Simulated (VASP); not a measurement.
A run of VASP 6.6.1:

Contents of POSCAR:

```
BaS
1.0
    0.0000000000      3.5194117709      3.5194117709
    3.7189624183      0.0000000000      3.5194117709
    3.7189624183      3.5194117709      0.0000000000
Ba S
1 1
Direct
    0.0000000000      0.0000000000      0.0000000000
    0.2500000000      0.2500000000      0.2500000000
```

The input INCAR.step1:

```
SYSTEM = BaS
ALGO = Normal
EDIFF = 1E-4
ENCUT = 520
GGA = PE
ISMEAR = 0
LASPH = .TRUE.
LCHARG = .FALSE.
LREAL = .FALSE.
LWAVE = .TRUE.
NBANDS = 15
NELM = 100
PREC = Accurate
SIGMA = 0.01
```

File INCAR.step2:

```
SYSTEM = BaS
ALGO = Normal
EDIFF = 1E-6
ENCUT = 520
ISIF = 2
ISMEAR = 0
ISTART = 1
LASPH = .TRUE.
LCHARG = .TRUE.
LELF = .TRUE.
LMIXTAU = .TRUE.
LREAL = .FALSE.
LVHAR = .TRUE.
LWAVE = .FALSE.
METAGGA = R2SCAN
NBANDS = 15
NELM = 100
PREC = Accurate
SIGMA = 0.01
```

KPOINTS

```
k-points
0
G
  6 6 6
  0 0 0
```

Potentials or basis: VASP PAW PBE potentials, release 64 (Ba_sv, S).

Command:

```sh
$ cat potpaw_PBE.64/Ba_sv/POTCAR potpaw_PBE.64/S/POTCAR > POTCAR
$ cp INCAR.step1 INCAR
$ mpirun -np 1 vasp_std > vasp.out
$ cp INCAR.step2 INCAR
$ mpirun -np 1 vasp_std > vasp.out
```

Hardware: 1 thread of AMD EPYC 9R45 (Zen 5), on a shared host.

Estimate the wall time of this run.

Wall time 2.3 min on 1 thread of AMD EPYC 9R45 (Zen 5) (shared host), peak memory 0.24 GiB. Counts: scf iterations 12, k points 30.
